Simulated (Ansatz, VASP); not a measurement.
## B: VASP beside Ansatz

```
CELL_PARAMETERS angstrom
1.87806 0.00000 0.00000
0.00000 1.87806 0.00000
0.00000 0.00000 1.87806
ATOMIC_POSITIONS crystal
B 0.00000 0.00000 0.00000
```

This isn't the form of B at room conditions, which is rhombohedral.

Alike in both runs: task single point; functional PBEsol; k mesh 20 × 20 × 20; occupations fermi-dirac, width 0.05 eV; no spin polarisation.

```csv
,VASP,Ansatz
version,VASP 6.6.1,Ansatz 0.2.0
potentials or method,"VASP PAW PBE potentials, release 64 (B), cutoff 520 eV","all-electron LAPW, scalar-relativistic"
```

Ansatz gave:

| Quantity | Value |
| --- | --- |
| pressure (GPa) | 0.0 |

Estimate VASP's values.

pressure (GPa): 0.3.

Ansatz ran all-electron here, so the differences hold the error of VASP's frozen core and of both bases.

Caveats: the PAW data sets were made with another functional, which shifts forces and pressure a little (VASP).
